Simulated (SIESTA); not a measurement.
ZnS (Wurtzite-2H):

```xyz
4
Lattice="3.8110 0.0000 0.0000 -1.9055 3.3004 0.0000 0.0000 0.0000 6.2340" Properties=species:S:1:pos:R:3 pbc="T T T"
Zn    1.9055    1.1001    3.1170
Zn    0.0000    2.2003    0.0000
S     1.9055    1.1001    5.5171
S     0.0000    2.2003    2.4001
```

Base run:

```yaml
Program: SIESTA 5.4.2
Functional: vdW-DF-cx
Potentials_or_basis: PseudoDojo 0.4 standard (PBE files)
Basis: DZP (energy shift 0.003 Ry; two zetas on semicore shells)
Grid_cutoff: 800 Ry
Energy_shift: 0.003 Ry
k_mesh: 8 × 8 × 5
Occupations: fermi-dirac, width 0.05 eV
Spin: no spin polarisation
```

Its results: band gap on the k mesh 2.52 eV, direct; pressure 0.8 GPa; largest force 0.355 eV/Å.

Question: The run is repeated on the same cell with these changes: functional from vdW-DF-cx to BLYP. What comes out?

Answer: Band gap on the k mesh 2.59 eV, direct; pressure 6.8 GPa; largest force 0.367 eV/Å.

Caveats: short orbitals over semicore shells can move pressures by several GPa; the valence orbitals were made in a potential fitted to the semicore shell under them, which widens gaps by tenths of an eV or more; the potentials were made for another functional, which shifts forces and pressure; the basis of atomic orbitals isn't converged, which shifts pressures, moduli and gaps.
